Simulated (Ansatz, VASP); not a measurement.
GaN in VASP and in Ansatz

Contents of INCAR:

```
  ALGO = Normal
  EDIFF = 1E-6
  ENCUT = 520
  ISIF = 2
  ISMEAR = 0
  LASPH = T
  LCHARG = F
  LREAL = F
  LWAVE = F
  NBANDS = 16
  NELM = 60
  PREC = Accurate
  SIGMA = 0.1
```

Contents of KPOINTS:

```
k-points
0
Gamma
  8 8 8
```

File POSCAR:

```
GaN
1.0
    0.0000000000      2.1352350000      2.1352350000
    2.1352350000      0.0000000000      2.1352350000
    2.1352350000      2.1352350000      0.0000000000
Ga N
1 1
Direct
    0.0000000000      0.0000000000      0.0000000000
    0.5000000000      0.5000000000      0.5000000000
```

Input for Ansatz:

```yaml
crystal:
  lattice:
    - [0.0, 2.135235, 2.135235]
    - [2.135235, 0.0, 2.135235]
    - [2.135235, 2.135235, 0.0]
  atoms:
    - { symbol: Ga, position: [0.0, 0.0, 0.0] }
    - { symbol: "N", position: [0.5, 0.5, 0.5] }
basis:
  ecutwfc: 420
kpoints:
  mp_grid: { grid: [8, 8, 8] }
hamiltonian:
  xc: lda
scf:
  occupations: { method: gaussian, width: 0.1 }
output:
  forces: true
  stress: true
  eigenvalues: true
```

Measurements of this composition are mostly on another form, of space group No. 186.

Alike in both runs: task single point; functional LDA; k mesh 8 × 8 × 8; occupations gaussian, width 0.1 eV; no spin polarisation.

|  | VASP | Ansatz |
| --- | --- | --- |
| version | VASP 6.6.1 | Ansatz 0.2.0 |
| potentials or method | VASP PAW LDA potentials, release 64 (Ga_d, N) | scalar-relativistic, plane waves, PAW |
| plane-wave cutoff (eV) | 520 | 420 |
| valence electrons in the cell | 18 | 18 |

|  | VASP | Ansatz | Ansatz less VASP |
| --- | --- | --- | --- |
| gap on the k mesh at the Fermi level (eV) | 0.24 | 0.22 | -0.019 |
| least direct gap on the mesh (eV) | 2.45 | 2.42 | -0.029 |
| pressure (GPa) | -12.5 | -13.6 | -1.16 |

A k mesh can miss the band edges.
